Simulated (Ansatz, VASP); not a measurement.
# Au in VASP and in Ansatz

```
CELL_PARAMETERS angstrom
0.00000 2.06178 2.06178
2.06178 0.00000 2.06178
2.06178 2.06178 0.00000
ATOMIC_POSITIONS crystal
Au 0.00000 0.00000 0.00000
```

Alike in both runs: task single point; functional PBE; dispersion D4; k mesh 11 × 11 × 11; occupations fermi-dirac, width 0.05 eV; no spin polarisation.

```csv
,VASP,Ansatz
version,VASP 6.6.1,Ansatz 0.2.0
potentials or method,"VASP PAW PBE potentials, release 64 (Au)",Ansatz PAW
plane-wave cutoff (eV),520,420
valence electrons in the cell,11,19
```

|  | VASP | Ansatz | Ansatz less VASP |
| --- | --- | --- | --- |
| gap on the k mesh at the Fermi level (eV) | none | none | - |
| pressure (GPa) | -2.1 | -1.9 | +0.21 |
| dispersion energy (meV/atom) | -660.8 | -660.9 | -0.08 |

A gap of «none» marks a metal or a gap that the smearing closes. The two sets of potentials don't hold the same shells in valence.

Caveats: pairwise dispersion overbinds metals, which lowers pressure and volume. Spin-orbit coupling is left out, which matters for the levels of Au.
